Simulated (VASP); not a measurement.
Os:

```
Os
1.0
    -1.51829    1.51829    1.51829
     1.51829   -1.51829    1.51829
     1.51829    1.51829   -1.51829
Os
1
Cartesian
  0.0000 0.0000 0.0000
```

This isn't the form of Os at room conditions, which is hcp.

| Quantity | Value |
| --- | --- |
| Program | VASP 6.6.1 |
| Task | relaxation of cell and atoms |
| Functional | PBEsol |
| Potentials or basis | VASP PAW PBE potentials, release 64 (Os) |
| Cutoff | 600 eV |
| k mesh | 8 × 8 × 8 |
| Occupations | gaussian, width 0.1 eV |
| Spin | no spin polarisation |

At the start: pressure 10.9 GPa; volume 14.00 Å³/atom.

Q: Where does the relaxation end?

A: Over 4 steps the energy falls by 12.2 meV/atom and the volume is 14.37 Å³/atom (+2.6 %); space group Im-3m (No. 229, to 0.05 Å).

The path:
```csv
step,energy change (eV),largest force (eV/Å),pressure (GPa),volume (Å³)
1,0.0000,0.0000,10.92,14.00
2,0.1769,0.0000,-32.81,16.02
3,-0.0122,0.0000,-0.52,14.39
4,-0.0122,0.0000,-0.01,14.37
```

Final structure:
```
Os
1.0
    -1.53155    1.53155    1.53155
     1.53155   -1.53155    1.53155
     1.53155    1.53155   -1.53155
Os
1
Direct
  0.00000 0.00000 0.00000
```

Caveat: the k mesh is coarse (spacing up to 0.37 Å⁻¹), so the values aren't converged; the PAW data sets were made with another functional, which shifts forces and pressure a little.
